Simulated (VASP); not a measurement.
Wanted: the native input for a VASP 6.6.1 run.

* Task: relaxation of the atoms
* Functional: PBE
* Potentials or basis: VASP PAW PBE potentials, release 64 (Sn_d, Se)
* Cutoff: 600 eV
* k mesh: 8 × 8 × 8
* Occupations: gaussian, width 0.03 eV
* Spin: no spin polarisation
* Further INCAR settings: ALGO = Normal; EDIFF = 1e-07; IBRION = 2; EDIFFG = -0.01; NSW = 40

The structure of SnSe lies in POSCAR:

```
SnSe                                    
1.0
    3.6357599020      0.0000000000      0.0000000000
    0.0000000000      3.6357599020      0.0000000000
    0.0000000000      0.0000000000      3.6357599020
  Sn              Se            
     1     1
Direct
     0.5000000000000000    0.5000000000000000    0.5000000000000000
     0.0000000000000000    0.0000000000000000    0.0000000000000000
```

Measurements of this composition are mostly on another form, of space group No. 62.

The cell isn't the ideal one: a relaxed cell with its volume scaled by 0.96.

One way to write it, as run:

INCAR

```
SYSTEM = SnSe
  ALGO = Normal
  EDIFF = 1E-7
  EDIFFG = -0.01
  ENCUT = 600
  GGA = PE
  IBRION = 2
  ISIF = 2
  ISMEAR = 0
  LASPH = .True.
  LCHARG = .False.
  LREAL = .False.
  LWAVE = .False.
  NELM = 80
  NSW = 40
  PREC = Accurate
  SIGMA = 0.03
```

KPOINTS

```
k-points
0
Gamma
  8 8 8
  0 0 0
```

Potentials or basis: VASP PAW PBE potentials, release 64 (Sn_d, Se).

Launch:

```sh
$ cat potpaw_PBE.64/Sn_d/POTCAR potpaw_PBE.64/Se/POTCAR > POTCAR
$ mpirun -np 1 vasp_std > vasp.out
```

It gave:

| Quantity | Value |
| --- | --- |
| Pressure after relaxing | 2.5 GPa |
| Band gap on the k mesh | none (metal or under the smearing width) |

Caveat: the relaxation stopped at its first step, so nothing moved.

It took 12 s on 1 thread of Intel(R) Xeon(R) 6975P-C (Granite Rapids), on a shared host, peak memory 0.18 GiB.
